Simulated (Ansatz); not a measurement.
**Structure relaxation of Pb3Se**

All numbers below come from DFT PBE, scalar-relativistic, plane waves, PAW (Ansatz 0.2.0). Cutoff 420 eV, Γ-centred k mesh, Gaussian smearing, no spin polarisation in the final step.

The start is a random cell of Pb3Se with space group P6/mmm (No. 191), drawn with lower limits on the distances.

```
CELL_PARAMETERS angstrom
6.73568 0.00000 0.00000
-3.36784 5.83327 0.00000
0.00000 0.00000 7.76238
ATOMIC_POSITIONS crystal
Pb 0.38470 0.19235 0.50000
Pb 0.80765 0.19235 0.50000
Pb 0.19235 0.38470 0.50000
Pb 0.80765 0.61530 0.50000
Pb 0.19235 0.80765 0.50000
Pb 0.61530 0.80765 0.50000
Se 0.00000 0.00000 0.33333
Se 0.00000 0.00000 0.66667
```

Cell and atoms relax at zero pressure; the relaxation can't lower the symmetry of the start. After a coarse first stage the cell is made exact in the group found at 0.06 Å.

Formation energies are uncorrected and refer to the elements' standard structures at the same level.

(1) What does it relax into?

(2) What are its volume, energy, density and gap?

Results:

(1) It keeps P6/mmm (No. 191). Conventional cell: a = 8.642 Å, c = 5.301 Å. Pb is coordinated by 4 Pb at 3.11–3.25 Å and 2 Se at 3.41 Å; Se is coordinated by 1 Se at 2.52 Å and 1 Se at 2.78 Å.

Space group P6/mmm (No. 191). a = 8.642 Å, b = 8.642 Å, c = 5.301 Å, α = 90.00°, β = 90.00°, γ = 120.00°
| atom | site | symmetry | x | y | z |
| --- | --- | --- | --- | --- | --- |
| Pb | 6m | mm2 | 0.4161 | 0.2080 | 0.5000 |
| Se | 2e | 6mm | 0.0000 | 0.0000 | 0.2378 |

(2) The volume per atom is 42.86 Å³. The density is 6.79 g/cm³ and the energy over the elements is 0.33 eV/atom. The gap on the 6×6×8 mesh is 0 eV (a metal).

The final run used a 6×6×8 mesh on its 8-atom cell and 0.10 eV smearing. For metals, differences of a few meV/atom aren't resolved. Spin–orbit coupling is left out. A structure relaxed within its symmetry needn't be a true minimum.

Cost: 3 runs of about 13 core-minutes in all, on Arm Neoverse V1 (shared hosts).